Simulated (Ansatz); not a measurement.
# Bi2Se3 (Paraguanajuatite) (R-3m) in Ansatz: settings compared

The runs below take Bi2Se3 (Paraguanajuatite) through band structure, with LDA, r2SCAN, PBE.

All numbers are computed with Ansatz 0.2.0; they aren't measurements. Logs are shortened: lines on timing, memory, paths and dates and some standing lists are left out, and cuts for length are marked.

## 1. The crystal as given

It takes space group R-3m (No. 166, trigonal). Conventional cell: a = 4.143 Å, b = 4.143 Å, c = 28.636 Å, α = 90.00°, β = 90.00°, γ = 120.00°. Bi (site symmetry 3m) has 6 Se at 2.85 to 3.07 Å as nearest neighbours. Around Se (site symmetry 3m) lie 3 Bi at 2.85 Å. Se (site symmetry -3m) has 6 Bi at 3.07 Å as nearest neighbours.

## 2. Band structure, LDA

input.yaml

```yaml
crystal:
  lattice:
    - [2.0715, 1.1959810826, 9.5453333333]
    - [-2.0715, 1.1959810826, 9.5453333333]
    - [0.0, -2.3919621653, 9.5453333333]
  atoms:
    - { symbol: Bi, position: [0.5992, 0.5992, 0.5992] }
    - { symbol: Bi, position: [0.4008, 0.4008, 0.4008] }
    - { symbol: Se, position: [0.7883, 0.7883, 0.7883] }
    - { symbol: Se, position: [0.2117, 0.2117, 0.2117] }
    - { symbol: Se, position: [0.0, 0.0, 0.0] }
hamiltonian:
  xc: lda
  pseudopotentials: { kind: paw }
kpoints:
  mp_grid: { grid: [8, 8, 8] }
  band_path:
    path:
      - [[0.0, 0.0, 0.0], [0.5, 0.0, 0.0], [0.5, 0.1771325325, -0.1771325325]]
      - [[0.8228674675, 0.5, 0.1771325325], [0.5, 0.5, 0.5], [0.0, 0.0, 0.0], [0.3385662663, 0.0, -0.3385662663]]
      - [[0.6614337337, 0.3385662663, 0.0], [0.5, 0.5, 0.0], [0.6614337337, 0.6614337337, 0.1771325325], [0.5, 0.5, 0.5]]
      - [[0.5, 0.0, 0.0], [0.8228674675, 0.3385662663, 0.3385662663]]
    npoints: 14
scf:
  occupations: { method: fermi_dirac, width: 0.05 }
  n_extra_bands: 12
output:
  forces: true
  stress: true
  eigenvalues: true
  fatbands: true
```

Potentials or basis: Ansatz PAW.

Started as:

```
$ ansatz run input.yaml --threads 2 --pin off --max-ram 5632MiB --backend cpu --events-out ev --progress --plain --runs-dir out
```

The program printed:

```text
Warning: RAYON_NUM_THREADS=2 ignored (pool sized by the plan → 2); use --threads N
basis.fft_grid_basis auto: the FFT boxes are laid along the combinations [[1, 0, -1], [0, 1, -1], [0, 0, 1]] of the cell's own vectors, 4.143, 4.143 and 9.840 Å long. The dense box has 30×30×72 points. Along the cell's own vectors, as sized, it would have 72×72×72, 5.76 times as many. Of the 12 symmetry operations that the crystal satisfies within crystal.symmetry.tolerance (time reversal apart; of a slab, those that keep its plane) the dense box along the cell's own vectors carries 12, and the one as laid loses 8 of those. basis.fft_grid_basis: typed keeps the cell's own vectors: state it where this run's energies or levels are differenced outside the engine with another run's, or held beside a run that keeps those vectors.
scf.n_extra_bands = 12 over 39 filled bands (N_el = 78.0): the run solves 51 bands
Engine: ansatz 0.2.0, x86_64-unknown-linux-gnu
Pseudopotentials: kind: paw
Pseudopotential: Bi, paw, valence charge 15, recommended cutoff 420 eV (normal), Bi.paw.azcp
Pseudopotential: Se, paw, valence charge 16, recommended cutoff 420 eV (normal), Se.paw.azcp
Functional definition: SPW92
  exchange = slater_x
  correlation = pw_c
Crystal: 5 atoms, lattice volume = 141.890 Å³
Basis set: ecut = 420 eV, 2743 PW (Γ), FFT grids on a1−a3, a2−a3, a3
Bands: 51, of which v1, the nominal top of the filled ones, is band 39 counted from 1 (38 counted from 0)
Symmetry: 12 space group operations
Space group: R-3m (ITA 166), of the structure as read, at distance tolerance 5.2e-5 Å
k-points: 65 of 512
Non-local potential: Bi, projectors of the file, l = 0: 2, l = 1: 2, l = 2: 2, l = 3: 2
Non-local potential: Se, projectors of the file, l = 0: 2, l = 1: 2, l = 2: 3, l = 3: 1
PAW form: soft (Blöchl's): semilocal exchange-correlation on the pseudo side does not see the compensation charge
PAW frozen core: Bi, regenerated for the run's functional, and the local potential with it (the file was generated under x = pbe(κ = 0.804, μ = 0.2195149727645171), c = pbe(β = 0.06672455060314922))
PAW frozen core: Se, regenerated for the run's functional, and the local potential with it (the file was generated under x = pbe(κ = 0.804, μ = 0.2195149727645171), c = pbe(β = 0.06672455060314922))
PAW one-centre angular grid: Bi, 590 points (default); XC on 64 Gauss nodes
PAW one-centre angular grid: Se, 590 points (default); XC on 64 Gauss nodes
Initial density: superposition of atomic densities (neutral atoms: chi_scale 0, normalization atom), corrected by the library's trained network
Initial wavefunctions: pseudopotential atomic-orbital guess
Functional: x = slater, c = lda
SCF iter   1: F=—  HF=-40323.302364 eV  |F-HF|=—  |Δ(HF+E_count)|=         —  Δρ=4.35e-3  dr2=3.73e-2  ethr=1.77e-3  ⟨swp⟩=8.1  Hψ=14470  notcnv=0  defer=82
preconditioner: auto → Kerker (q_TF=auto, 2.469 Å⁻¹)  [metal: Δε(μ)=0.044 eV  Ē_g=10.886 eV  σ=0.050 eV  W_gap=0.22  n_scr=36 (ndim 8)  ℏωp=16.5 eV  f_vac=0.033  D(μ)=0.05/eV (n_scr^D=0)]
SCF iter   2: F=—  HF=-40323.295262 eV  |F-HF|=—  |Δ(HF+E_count)|=   7.10e-3  Δρ=2.63e-3  dr2=1.11e-2  ethr=4.79e-5  ⟨swp⟩=1.3  Hψ=3878  notcnv=0  defer=214
SCF iter   3: F=—  HF=-40323.293165 eV  |F-HF|=—  |Δ(HF+E_count)|=   2.10e-3  Δρ=5.37e-4  dr2=1.08e-3  ethr=1.43e-5  ⟨swp⟩=1.3  Hψ=3288  notcnv=0  defer=214
SCF iter   4: F=—  HF=-40323.292962 eV  |F-HF|=—  |Δ(HF+E_count)|=   2.03e-4  Δρ=2.26e-4  dr2=9.88e-5  ethr=1.39e-6  ⟨swp⟩=2.1  Hψ=5537  notcnv=0  defer=214
SCF iter   5: F=—  HF=-40323.292939 eV  |F-HF|=—  |Δ(HF+E_count)|=   2.23e-5  Δρ=7.45e-5  dr2=1.97e-5  ethr=1.27e-7  ⟨swp⟩=2.0  Hψ=5548  notcnv=0  defer=214
SCF iter   6: F=—  HF=-40323.292932 eV  |F-HF|=—  |Δ(HF+E_count)|=   6.99e-6  Δρ=3.50e-5  dr2=6.04e-6  ethr=2.52e-8  ⟨swp⟩=2.0  Hψ=5358  notcnv=0  defer=214
SCF iter   7: F=—  HF=-40323.292932 eV  |F-HF|=—  |Δ(HF+E_count)|=   3.58e-7  Δρ=1.48e-5  dr2=1.80e-6  ethr=7.75e-9  ⟨swp⟩=2.1  Hψ=4769  notcnv=0  defer=214
SCF iter   8: F=—  HF=-40323.292932 eV  |F-HF|=—  |Δ(HF+E_count)|=   3.59e-7  Δρ=8.78e-6  dr2=3.71e-7  ethr=2.30e-9  ⟨swp⟩=2.0  Hψ=4892  notcnv=0  defer=214
SCF iter   9: F=-40323.292932 eV  HF=-40323.292932 eV  |F-HF|=3.97e-8  |Δ(HF+E_count)|=   5.20e-8  Δρ=3.04e-6  dr2=6.35e-8  ethr=1.28e-10  ⟨swp⟩=11.2  Hψ=15899  notcnv=0
SCF 1 converged in 9 iterations: F = -40323.292932 eV  dr2 = 6.35e-8
NSCF: frozen V_eff on 130 k-points
SCF converged after 9 iterations
Free energy (F): -40323.292932 eV
Harris-Foulkes:  -40323.292932 eV  (|F-HF|=3.97e-8)
Internal energy: -40323.292562 eV  (E = F + TS)
E sigma→0 (E₀):  -40323.292747 eV
Entropy (-TS):   -0.000370 eV (-0.074 meV/atom)
Fermi energy:    8.800081 eV
--- Per-component energies (eV) ---
  E_band       = -1367.800507
  E_kinetic    = 960.589649
  E_local      = -10393.869885  (includes V_loc(G=0)·N_el)
  E_nonlocal   = -636.112489
  E_hartree    = 4612.580308
  E_xc         = -613.072816
  E_vxc        = -586.089421  (∫ρ·V_xc dr)
  E_paw        = -26185.670207  (= ΣΔE_a)
  E_vpaw       = 62.524511  (= ΣTr[D̂ρ^β])
  E_aug_tail   = -0.002860  (compensation charges beyond the density's cutoff)
  E_ewald      = -8074.376580
  E_core_change = 6.642317  (= ΣΔE_core)
  E_smearing   = -0.000370  (= −TS)
  E_closure    = 0.000000  (closes the sum)
  Σ components = -40323.292932   (vs F -40323.292932, Δ=0.00e0)
--- Forces (eV/Å), atoms counted from 1 ---
  atom   1  Bi     0.00000000    -0.00000000     0.11754216
  atom   2  Bi     0.00000000     0.00000000    -0.11754216
  atom   3  Se     0.00000000     0.00000000    -0.01197857
  atom   4  Se     0.00000000    -0.00000000     0.01197857
  atom   5  Se    -0.00000000     0.00000000    -0.00000000
  max |Σ_I F_I| component: 2.60e-17 eV/Å
--- Stress (GPa, compression-positive) ---
       -1.773421       0.000000       0.000000
        0.000000      -1.773421       0.000000
        0.000000       0.000000      -1.893140
  P = ⅓ Tr σ = -1.8133 GPa (-18.133 kbar)
--- Band table (eV; the first three rows and the last of 65) ---
  k-point 0: bands = ["-38.8258", "-38.8258", "-38.8255", "-38.8255", "-38.8199", "-38.8199", "-38.8194", "-38.8194", "-38.8168", "-38.8166", "-38.6660", "-38.6581", "-38.6581", "-38.6283", "-38.6283", "-14.2355", "-14.2355", "-14.2334", "-14.2334", "-14.2186", "-14.2160", "-14.2101", "-14.2101", "-14.2071", "-14.2071", "-5.7359", "-5.0118", "-4.1281", "-0.8646", "-0.1120", "6.5167", "6.6248", "6.8881", "6.8881", "6.8948", "6.8948", "7.5726", "7.5726", "8.7489", "8.8437", "10.0814", "10.0814", "10.7945", "11.4031", "11.4031", "14.5490", "15.6550", "15.7098", "15.7596", "15.7596", "16.4958"]
  k-point 1: bands = ["-38.8258", "-38.8258", "-38.8255", "-38.8255", "-38.8199", "-38.8199", "-38.8194", "-38.8194", "-38.8168", "-38.8166", "-38.6660", "-38.6581", "-38.6581", "-38.6283", "-38.6282", "-14.2380", "-14.2355", "-14.2321", "-14.2300", "-14.2165", "-14.2140", "-14.2117", "-14.2102", "-14.2088", "-14.2069", "-5.5939", "-4.8911", "-4.0451", "-0.9567", "-0.2732", "5.7090", "5.7880", "6.3890", "6.4645", "6.9843", "7.3851", "7.4355", "7.7678", "8.0138", "9.8028", "10.4641", "10.5585", "10.7959", "11.3940", "11.6563", "14.1660", "14.7467", "15.8719", "16.0218", "16.3069", "16.7503"]
  k-point 2: bands = ["-38.8257", "-38.8257", "-38.8255", "-38.8254", "-38.8200", "-38.8199", "-38.8194", "-38.8193", "-38.8167", "-38.8166", "-38.6659", "-38.6581", "-38.6581", "-38.6283", "-38.6282", "-14.2452", "-14.2415", "-14.2253", "-14.2232", "-14.2180", "-14.2140", "-14.2090", "-14.2085", "-14.2059", "-14.2053", "-5.1817", "-4.5608", "-3.8345", "-1.2980", "-0.7201", "4.6017", "5.1149", "5.5924", "5.8932", "6.3860", "6.8729", "7.5303", "7.6109", "8.2148", "9.8676", "10.6179", "10.8776", "11.4379", "11.8554", "12.7585", "13.2822", "14.9122", "15.9961", "16.5289", "16.6879", "17.2147"]
  k-point 64: bands = ["-38.8258", "-38.8258", "-38.8255", "-38.8255", "-38.8199", "-38.8199", "-38.8194", "-38.8194", "-38.8168", "-38.8166", "-38.6660", "-38.6581", "-38.6581", "-38.6283", "-38.6283", "-14.2355", "-14.2355", "-14.2334", "-14.2334", "-14.2184", "-14.2162", "-14.2102", "-14.2102", "-14.2071", "-14.2071", "-5.5744", "-5.3465", "-3.8363", "-1.3035", "0.2560", "6.0559", "6.7729", "6.7729", "7.1337", "7.1337", "7.1541", "7.4010", "7.4010", "8.2537", "9.3162", "10.3971", "10.3971", "10.7163", "11.0611", "11.0611", "14.5002", "15.4193", "15.4193", "15.6121", "16.0302", "17.0210"]
```

It took 30 s on 2 threads of AMD EPYC 7R13 (Zen 3), shared host; peak memory 0.72 GiB.

What came out:

| Quantity | Value |
| --- | --- |
| Free energy | -40323.2929 eV |
| Pressure | -1.8 GPa |
| Largest force | 0.118 eV/Å |
| Band gap on the k mesh | 0.09 eV, direct |
| Band gap along the path | 0.09 eV, direct |

Forces in eV/Å, atoms in the order of the input:
```
Bi   0.000  0.000  0.118
Bi   0.000  0.000 -0.118
Se   0.000  0.000 -0.012
Se   0.000  0.000  0.012
Se   0.000  0.000  0.000
```

Levels at the corners of the path, in eV from the valence-band top:
```csv
point,band 36,band 37,band 38,band 39,band 40,band 41,band 42,band 43
Γ,-1.85,-1.18,-1.18,0.00,0.09,1.33,1.33,2.05
L,-3.02,-2.16,-1.20,-0.56,0.74,1.87,2.88,3.10
B1,-2.66,-1.88,-1.06,-0.70,1.58,2.16,2.80,3.72
B,-2.66,-1.88,-1.06,-0.70,1.58,2.16,2.80,3.72
Z,-1.59,-1.35,-1.35,-0.50,0.57,1.65,1.65,1.97
Γ,-1.85,-1.18,-1.18,0.00,0.09,1.33,1.33,2.05
X,-3.01,-1.73,-1.23,-0.68,1.58,2.44,2.54,3.97
Q,-3.01,-1.73,-1.23,-0.68,1.58,2.44,2.54,3.97
F,-1.92,-1.89,-1.62,-1.00,1.27,1.89,2.55,2.91
P1,-2.42,-1.49,-1.39,-1.16,1.24,1.96,2.31,2.89
Z,-1.59,-1.35,-1.35,-0.50,0.57,1.65,1.65,1.97
L,-3.02,-2.16,-1.20,-0.56,0.74,1.87,2.88,3.10
P,-2.42,-1.49,-1.39,-1.16,1.24,1.96,2.31,2.89
```

Caveat: spin-orbit coupling is left out, which as a rule narrows the gap of such compounds by several tenths of an eV; the PAW data sets come from PBE, with cores solved anew for the run's functional, which leaves a small shift of forces and pressure.

## 3. Band structure, r2SCAN

Edit input.yaml of step 2 so:

```diff
@@ -12,3 +12,3 @@
 hamiltonian:
-  xc: lda
+  xc: r2scan
   pseudopotentials: { kind: paw }
@@ -30,2 +30,6 @@
   eigenvalues: true
-  fatbands: true
+  fatbands: false
+  write_density: true
+  write_potential: true
+  elf: true
+  volumetric_format: npy
```

Potentials or basis: Ansatz PAW.

Started as:

```
$ ansatz run input.yaml --threads 2 --pin off --max-ram 5632MiB --backend cpu --events-out ev --progress --plain --runs-dir out
```

Run time: 41 s. Hardware: 2 threads of AMD EPYC 7R13 (Zen 3), shared host; peak memory 1.2 GiB.

It converged, with:

| Property | Result |
| --- | --- |
| Free energy | -41258.5964 eV |
| Pressure | 1.4 GPa |
| Largest force | 0.080 eV/Å |
| Band gap on the k mesh | 0.49 eV, direct |
| Band gap along the path | 0.49 eV, direct |

Forces in eV/Å, atoms in the order of the input:
```
Bi   0.000  0.000  0.032
Bi   0.000  0.000 -0.032
Se   0.000  0.000 -0.080
Se   0.000  0.000  0.080
Se   0.000  0.000  0.000
```

Stress tensor (GPa, compression positive):
```
1.34 0.00 0.00
0.00 1.34 0.00
0.00 0.00 1.53
```

Levels at the corners of the path, in eV from the valence-band top:
```csv
point,band 37,band 38,band 39,band 40,band 41,band 42
Γ,-1.35,-1.35,0.00,0.49,1.53,1.53
L,-2.25,-1.38,-0.59,1.08,2.09,3.22
B1,-2.00,-1.16,-0.76,1.90,2.46,3.09
B,-2.00,-1.16,-0.76,1.90,2.46,3.09
Z,-1.53,-1.50,-0.41,0.83,1.84,1.84
Γ,-1.35,-1.35,0.00,0.49,1.53,1.53
X,-1.87,-1.29,-0.75,1.90,2.75,2.82
Q,-1.87,-1.29,-0.75,1.90,2.75,2.82
F,-1.94,-1.79,-1.06,1.57,2.16,2.77
P1,-1.66,-1.50,-1.14,1.53,2.25,2.53
Z,-1.53,-1.50,-0.41,0.83,1.84,1.84
L,-2.25,-1.38,-0.59,1.08,2.09,3.22
P,-1.66,-1.50,-1.14,1.53,2.25,2.53
```

Caveat: spin-orbit coupling is left out, which as a rule narrows the gap of such compounds by several tenths of an eV; the PAW data sets come from PBE, with cores solved anew for the run's functional, which leaves a small shift of forces and pressure. r2SCAN opens gaps a little over a GGA but as a rule still falls short of measured ones.

## 4. Band structure, PBE

Edit input.yaml of step 3 so:

```diff
@@ -12,3 +12,3 @@
 hamiltonian:
-  xc: r2scan
+  xc: pbe
   pseudopotentials: { kind: paw }
@@ -31,5 +31 @@
   fatbands: false
-  write_density: true
-  write_potential: true
-  elf: true
-  volumetric_format: npy
```

Started as:

```
$ ansatz run input.yaml --threads 2 --pin off --max-ram 5632MiB --backend cpu --events-out ev --progress --plain --runs-dir out
```

Run time: 21 s. Hardware: 2 threads of AMD EPYC 7R13 (Zen 3), shared host; peak memory 0.73 GiB.

It converged, with:

```yaml
Free_energy: -41202.2134 eV
Pressure: 2.5 GPa
Largest_force: 0.159 eV/Å
Band_gap_on_the_k_mesh: 0.22 eV, direct
Band_gap_along_the_path: 0.22 eV, direct
```

Forces in eV/Å, atoms in the order of the input:
```
Bi   0.000  0.000  0.158
Bi   0.000  0.000 -0.158
Se   0.000  0.000  0.159
Se   0.000  0.000 -0.159
Se   0.000  0.000  0.000
```

Levels at the corners of the path, in eV from the valence-band top:
| point | band 35 | band 36 | band 37 | band 38 | band 39 | band 40 | band 41 | band 42 | band 43 | band 44 |
| --- | --- | --- | --- | --- | --- | --- | --- | --- | --- | --- |
| Γ | -1.87 | -1.87 | -1.22 | -1.22 | 0.00 | 0.22 | 1.39 | 1.39 | 2.12 | 2.72 |
| L | -3.03 | -3.00 | -2.15 | -1.24 | -0.56 | 0.84 | 1.92 | 2.96 | 3.15 | 4.08 |
| B1 | -3.34 | -2.65 | -1.89 | -1.08 | -0.71 | 1.65 | 2.23 | 2.85 | 3.78 | 4.46 |
| B | -3.34 | -2.65 | -1.89 | -1.08 | -0.71 | 1.65 | 2.23 | 2.85 | 3.78 | 4.46 |
| Z | -1.63 | -1.54 | -1.39 | -1.39 | -0.46 | 0.63 | 1.70 | 1.70 | 2.06 | 2.38 |
| Γ | -1.87 | -1.87 | -1.22 | -1.22 | 0.00 | 0.22 | 1.39 | 1.39 | 2.12 | 2.72 |
| X | -3.00 | -3.00 | -1.75 | -1.23 | -0.69 | 1.66 | 2.51 | 2.60 | 4.03 | 4.18 |
| Q | -3.00 | -3.00 | -1.75 | -1.23 | -0.69 | 1.66 | 2.51 | 2.60 | 4.03 | 4.18 |
| F | -2.58 | -1.90 | -1.88 | -1.65 | -1.01 | 1.34 | 1.95 | 2.59 | 2.99 | 3.52 |
| P1 | -2.70 | -2.41 | -1.52 | -1.41 | -1.14 | 1.31 | 2.03 | 2.35 | 2.97 | 3.75 |
| Z | -1.63 | -1.54 | -1.39 | -1.39 | -0.46 | 0.63 | 1.70 | 1.70 | 2.06 | 2.38 |
| L | -3.03 | -3.00 | -2.15 | -1.24 | -0.56 | 0.84 | 1.92 | 2.96 | 3.15 | 4.08 |
| P | -2.70 | -2.41 | -1.52 | -1.41 | -1.14 | 1.31 | 2.03 | 2.35 | 2.97 | 3.75 |

Caveat: spin-orbit coupling is left out, which as a rule narrows the gap of such compounds by several tenths of an eV.

## 5. Summary

| level | cutoff (eV) | gap on the mesh (eV) | pressure (GPa) | largest force (eV/Å) |
| --- | --- | --- | --- | --- |
| LDA | 420 | 0.09 | -1.8 | 0.12 |
| r2SCAN | 500 | 0.49 | 1.4 | 0.08 |
| PBE | 420 | 0.22 | 2.5 | 0.16 |

Alike in all rows: task band structure; potentials or basis Ansatz PAW; no spin polarisation; cell as given; k mesh 8 × 8 × 8; smearing fermi-dirac 0.05 eV.

On the cell as given the gap runs from 0.09 eV (LDA) to 0.49 eV (r2SCAN). The pressure there spans -1.8 GPa (LDA) to 2.5 GPa (PBE); a positive pressure means that this level wants a larger cell, a negative one a smaller.

Caveats: spin-orbit coupling is left out, which as a rule narrows the gap of such compounds by several tenths of an eV; the PAW data sets come from PBE, with cores solved anew for the run's functional, which leaves a small shift of forces and pressure (some runs).

Absolute energies hang on the potentials; compare differences alone.
